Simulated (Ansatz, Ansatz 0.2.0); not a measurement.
# Os–Te bond length in pyrite-type OsTe2: PBEsol agrees with diffraction within 0.5 %

## What was measured

The reference is a diffraction refinement of OsTe2 in the pyrite structure, space group $Pa\bar{3}$ (1992, Crystallography Open Database entry 8104490). The cubic cell has $a = 6.397$ Å. Each osmium atom sits in an octahedron of tellurium, and the tellurium atoms are paired into dumbbells. The quantity compared is the Os–Te distance in the octahedron, 2.6481 Å. It is not observed directly but follows from the refined cell edge and the one free tellurium coordinate, so an error in either would pass into it. Neither the temperature nor a description of the sample is given with the value. The same refinement supplies the starting structure of the calculations, so the bond length and the cell edge are not two independent pieces of evidence.

| compared with | measured | source's wording or label | method |
| --- | --- | --- | --- |
| Os–Te distance 1 (Å) | 2.6481 | value in the starting structure, on standard axes | diffraction refinement behind the database entry |

Conditions are those given with the value in the passage it was taken from; "not stated" means there, and the paper may say more elsewhere. The values are a selection: others may have been left out beforehand as unlike or outlying.

## Approach

I want the cheapest level of theory that gives the Os–Te distance within 0.5 %, about 0.013 Å. That is a choice of this study: it is tight enough to separate functionals whose bond lengths commonly differ by one or two per cent, and still wider than the thermal and zero-point lengthening I expect in a solid of such heavy atoms, roughly 0.1 to 0.3 % if the crystal was measured at room temperature. The calculations describe a static lattice, so a sound one should come out slightly short.

The model is the primitive cell of 12 atoms, with cell and tellurium position both relaxed. Low-spin $d^6$ osmium is diamagnetic, so I work without spin polarisation. Spin–orbit coupling is also left out; for a closed-shell compound I expect it to matter little for the bond length, though with osmium and tellurium that remains an assumption. I begin with LDA, move to a gradient-corrected functional if the error calls for it, and then test the numerical settings at the level on which the verdict will rest. I follow the cell edge alongside the bond, because a good distance in a wrong cell would point to compensating errors.

Plain PBE isn't shown in this study.

System: OsTe2 (osmium ditelluride), pyrite; Pa-3 (No. 205), 12 atoms in the primitive cell; the database structure is a diffraction structure: a = 6.397 Å; structure from the Crystallography Open Database.

On the selection of runs and values: Further runs on this system are not shown.

## 1. LDA as the starting point

LDA is the simplest functional and a reasonable first guess for a compact solid of heavy atoms. It usually binds too strongly, so I expect a bond short by up to about one per cent. A moderate k mesh should do for a small-gap semiconductor with a cell of this size.

**Run 1.** Ansatz 0.2.0: LDA, cell and atoms relaxed from the database structure, PAW set soft_2, cutoff 420 eV (default), 6x6x6 k mesh, Gaussian smearing 0.1 eV.

Key lines of the input:
```
crystal:
  # lattice and atoms
kpoints:
  mp_grid: { grid: [6, 6, 6] }
hamiltonian:
  xc: lda
scf:
  occupations: { method: gaussian, width: 0.1 }
output:
  forces: true
  stress: true
relax:
  adjacent_minimum: "off"
  f_tol: 0.005
  max_steps: 60
  cell: { stress_tol: 0.03 }
```

Command:
```
ansatz run input.yaml --threads 4 --pin off --max-ram 16384MiB --backend cpu --events-out ev --progress --plain --runs-dir out
```

Selected lines of the output:
```
relax step   4: F+E_penalty+E_count = -99092.85913853 eV  [...]  max|allowed force component| = 1.579e-3 eV/Å  [...]  P = +0.014 GPa  Ω = 257.120 Å³  [...]
--- Relaxed structure (4 steps of the walk, 3 accepted, 1 SCFs on fresh bases) ---
    - { symbol: Te, position: [0.12817992859135754, 0.6281799285913575, 0.8718200714086426] }
    - { symbol: Te, position: [0.8718200714086426, 0.12817992859135754, 0.6281799285913575] }
    - { symbol: Te, position: [0.6281799285913575, 0.8718200714086426, 0.12817992859135754] }
```

Converged; 72 s on 4 cores of Arm Neoverse V1, shared host.

| quantity | run 1 | measured | deviation |
| --- | --- | --- | --- |
| Os–Te distance 1 (Å) | 2.6304 | 2.6481 | −0.0177 (−0.7 %) |
| a (Å) | 6.359 |  |  |

LDA gives an Os–Te distance 0.0177 Å too short, a miss against the 0.5 % target. The sign is the one I expected. The cell edge, 6.359 Å against the refined 6.397 Å, is short by 0.038 Å, or 0.6 %, so bond and cell shrink nearly in proportion, and the error looks like general overbinding more than a misplaced tellurium atom. The relaxation ended with small forces and a pressure close to zero.

## 2. PBEsol at the same settings

The error calls for a functional that binds a little less strongly. PBEsol is a gradient-corrected functional made for the equilibrium structures of solids, and it should cost little more than LDA. I keep the potentials, cutoff and mesh as they were, so that only the functional changes. I expect a bond longer than in LDA by some tenths of a per cent up to one per cent, which would bring it within the target.

**Run 2.** Ansatz 0.2.0: PBEsol, cell and atoms relaxed from the database structure, PAW set soft_2, cutoff 420 eV (default), 6x6x6 k mesh, Gaussian smearing 0.1 eV.

Key lines of the input, as changed from run 1:
```diff
  hamiltonian:
-   xc: lda
+   xc: pbesol
```

Selected lines of the output:
```
relax step   4: F+E_penalty+E_count = -100217.51315264 eV  [...]  max|allowed force component| = 1.989e-3 eV/Å  [...]  P = -0.026 GPa  Ω = 261.271 Å³  [...]
relax step   5: F+E_penalty+E_count = -100217.51300542 eV  [...]  max|allowed force component| = 1.992e-3 eV/Å  [...]  P = -0.025 GPa  Ω = 261.271 Å³  [...]
    - { symbol: Te, position: [0.1281335321393534, 0.6281335321393533, 0.8718664678606467] }
```

Converged; 67 s on the same hardware.

| quantity | run 2 | measured | deviation |
| --- | --- | --- | --- |
| Os–Te distance 1 (Å) | 2.6445 | 2.6481 | −0.0036 (−0.1 %) |
| a (Å) | 6.393 |  |  |

PBEsol lengthens the bond by about 0.014 Å over LDA and leaves it 0.0036 Å short of the refined value, well inside the target. The cell edge agrees as well, at 6.393 Å against 6.397 Å, so the good distance does not rest on a wrong cell. The tellurium coordinate is almost the same as in LDA, 0.1281 against 0.1282, which confirms that the two functionals differ mainly in the scale of the structure.

## 3. Denser mesh and higher cutoff

The verdict will rest on PBEsol, so its numerical settings need a test. I raise the k mesh and the plane-wave cutoff separately, each from the run just made, so that any shift can be traced to one of them. For a small-gap semiconductor I expect the mesh to matter little. The cutoff is the less certain of the two, because the basis also affects the stress that sets the cell. To endanger the result, either would have to shorten the bond by about 0.01 Å.

**Run 3.** Ansatz 0.2.0: PBEsol, cell and atoms relaxed from the database structure, PAW set soft_2, cutoff 420 eV (default), 8x8x8 k mesh, Gaussian smearing 0.1 eV.

Key lines of the input, as changed from run 2:
```diff
  kpoints:
-   mp_grid: { grid: [6, 6, 6] }
+   mp_grid: { grid: [8, 8, 8] }
```

Selected lines of the output:
```
relax step   4: F+E_penalty+E_count = -100217.51255699 eV  [...]  max|allowed force component| = 1.983e-3 eV/Å  [...]  P = -0.025 GPa  Ω = 261.268 Å³  [...]
relax step   5: F+E_penalty+E_count = -100217.51240304 eV  [...]  max|allowed force component| = 1.984e-3 eV/Å  [...]  P = -0.025 GPa  Ω = 261.268 Å³  [...]
    - { symbol: Te, position: [0.1281594948764493, 0.6281594948764493, 0.8718405051235509] }
```

Converged; 98 s on 4 cores of Arm Neoverse V2, shared host.

**Run 4.** Ansatz 0.2.0: PBEsol, cell and atoms relaxed from the database structure, PAW set soft_2, cutoff 590 eV, 6x6x6 k mesh, Gaussian smearing 0.1 eV.

Key lines of the input, as changed from run 2:
```diff
+ basis:
+   ecutwfc: 590.0
```

Selected lines of the output:
```
relax step   4: F+E_penalty+E_count = -100217.53413990 eV  [...]  max|allowed force component| = 1.986e-3 eV/Å  [...]  P = -0.026 GPa  Ω = 261.248 Å³  [...]
relax step   5: F+E_penalty+E_count = -100217.53411848 eV  [...]  max|allowed force component| = 1.986e-3 eV/Å  [...]  P = -0.026 GPa  Ω = 261.248 Å³  [...]
    - { symbol: Te, position: [0.12813207851071723, 0.6281320785107173, 0.8718679214892827] }
```

Converged; 86 s on the same hardware.

| quantity | run 3 | run 4 | measured |
| --- | --- | --- | --- |
| Os–Te distance 1 (Å) | 2.6445 | 2.6445 | 2.6481 |
| a (Å) | 6.393 | 6.393 |  |

Neither change moves the Os–Te distance or the cell edge within the printed precision. The relaxed volumes, 261.268 Å³ on the denser mesh and 261.248 Å³ at the higher cutoff, lie so close to the earlier 261.271 Å³ that the stopping threshold of the relaxations could account for the differences. For this bond length the default cutoff and the 6×6×6 mesh are sufficient with PBEsol.

## 4. PBEsol with norm-conserving pseudopotentials

Mesh and cutoff tests cannot reveal an error in the PAW potentials themselves, since all the runs so far share them. I therefore repeat the PBEsol relaxation with PseudoDojo norm-conserving pseudopotentials on the 6×6×6 mesh. They need a much higher cutoff, so I expect a dearer run, which is acceptable for a single check. If the PAW set is sound, the bond should change by a few thousandths of an ångström at most.

**Run 5.** Ansatz 0.2.0: PBEsol, PseudoDojo norm-conserving pseudopotentials, cell and atoms relaxed from the database structure, cutoff 1120 eV (default), 6x6x6 k mesh, Gaussian smearing 0.1 eV.

Key lines of the input, as changed from run 2:
```diff
  hamiltonian:
+   pseudopotentials: { kind: nc, accuracy: standard }
```

Selected lines of the output:
```
Basis set: ecut = 1120 eV, 22119 PW (Γ) [...]
relax step   4: F+E_penalty+E_count = -33784.62582825 eV  [...]  max|allowed force component| = 1.938e-3 eV/Å  [...]  P = -0.025 GPa  Ω = 260.996 Å³  [...]
    - { symbol: Te, position: [0.12814941883739858, 0.6281494188373985, 0.8718505811626014] }
    - { symbol: Te, position: [0.8718505811626014, 0.12814941883739858, 0.6281494188373985] }
    - { symbol: Te, position: [0.6281494188373985, 0.8718505811626014, 0.12814941883739858] }
```

Converged; 3.6 min on the same hardware.

| quantity | run 5 | measured | deviation |
| --- | --- | --- | --- |
| Os–Te distance 1 (Å) | 2.6436 | 2.6481 | −0.0045 (−0.2 %) |
| a (Å) | 6.391 |  |  |

With the norm-conserving pseudopotentials the Os–Te distance is 2.6436 Å, only 0.0009 Å shorter than with the PAW set, and the cell edge changes by 0.002 Å. The choice of potentials therefore shifts the bond by much less than the roughly 0.014 Å between LDA and PBEsol, and the result stays well within the target. The check took 3.6 min against 67 s for the PAW run, which ran on a different processor, so the ratio is only rough. The extra cost brings no needed accuracy here, so the PAW set remains the sensible choice for this bond length. With mesh, cutoff and potentials all tested at the PBEsol level, I end the series here.

## All runs against the measurement

| run | settings | Os–Te distance 1 (Å) | deviation | cost |
| --- | --- | --- | --- | --- |
| 1 | LDA, PAW set soft_2, cutoff 420 eV (default), 6x6x6 k mesh | 2.6304 | −0.0177 (−0.7 %) | 4.8 core-min |
| 2 | PBEsol, PAW set soft_2, cutoff 420 eV (default), 6x6x6 k mesh | 2.6445 | −0.0036 (−0.1 %) | 4.4 core-min |
| 3 | PBEsol, PAW set soft_2, cutoff 420 eV (default), 8x8x8 k mesh | 2.6445 | −0.0036 (−0.1 %) | 6.5 core-min |
| 4 | PBEsol, PAW set soft_2, cutoff 590 eV, 6x6x6 k mesh | 2.6445 | −0.0036 (−0.1 %) | 5.7 core-min |
| 5 | PBEsol, PseudoDojo norm-conserving pseudopotentials, cutoff 1120 eV (default), 6x6x6 k mesh | 2.6436 | −0.0045 (−0.2 %) | 15 core-min |
|  | measured | 2.6481 |  |  |

Further runs on the same system, made beside this series (convergence steps with loose settings among them):

| further | settings | Os–Te distance 1 (Å) | deviation | cost | status |
| --- | --- | --- | --- | --- | --- |
| F1 | PBEsol+D3(BJ), PAW set soft_2, cutoff 420 eV (default), 6x6x6 k mesh | 2.6191 | −0.0290 (−1.1 %) | 4.9 core-min |  |
| F2 | BLYP, PAW set soft_2, cutoff 420 eV (default), 6x6x6 k mesh | 2.7375 | +0.0894 (+3.4 %) | 4.7 core-min |  |
| F3 | BLYP+D3(BJ), PAW set soft_2, cutoff 420 eV (default), 6x6x6 k mesh | 2.6695 | +0.0214 (+0.8 %) | 3.8 core-min | warnings: relaxed_geometry_near_dispersion_switch |
| F4 | PBEsol, PAW set soft_2, cutoff 420 eV (default), 4x4x4 k mesh | 2.6443 | −0.0038 (−0.1 %) | 2.2 core-min |  |
|  | measured | 2.6481 |  |  |  |

## Conclusion

PBEsol meets the target. With the PAW set, the default cutoff and a 6×6×6 mesh it gives an Os–Te distance of 2.6445 Å, 0.1 % below the refined 2.6481 Å, for 4.4 core-minutes. A 4×4×4 mesh changes the bond by only 0.0002 Å and took 2.2 core-minutes, so the lighter setting is sufficient for this quantity.

The step that mattered was the change from LDA, which misses at −0.7 %, to PBEsol. The denser mesh and higher cutoff left the distance unchanged to the printed precision, and the norm-conserving pseudopotentials shortened it by 0.0009 Å. These checks did not improve the result, but they show that it does not hinge on the numerical settings tested.

The cell edge agrees along with the bond, so no error in the cell is hidden by a displaced tellurium atom. Adding D3(BJ) to PBEsol shortens the bond too far, to −1.1 %. BLYP is 3.4 % too long, and with D3(BJ) still 0.8 % too long; that last run carries a warning about the dispersion switch, and I rest nothing on it.

The small remaining shortfall has the sign expected of a static lattice. If the crystal was measured at room temperature, the allowance of roughly 0.1 to 0.3 % would bring PBEsol level with the measurement or slightly above it, still within the target. The same allowance would leave LDA just outside the limit at its lower end and bring it inside at its upper end, so its miss is less secure than the PBEsol pass. The temperature of the measurement remains open, and the effects of the smearing width and of spin–orbit coupling are not shown in this report; the latter deserves a test in a compound of such heavy atoms.

[Logs are printed without paths, hosts, clocks, repeated set-up lines and the standing remarks that a program may print on its own settings, such as how far it seeks lower states.]

[The runs shown are a pick from a larger set of finished runs; failed, doubtful and other runs were left out of it ahead of writing. So were measured values far from every level or from commonly accepted values, and agreement can look better than it is. Lines of input and output are excerpts and may be shortened.]
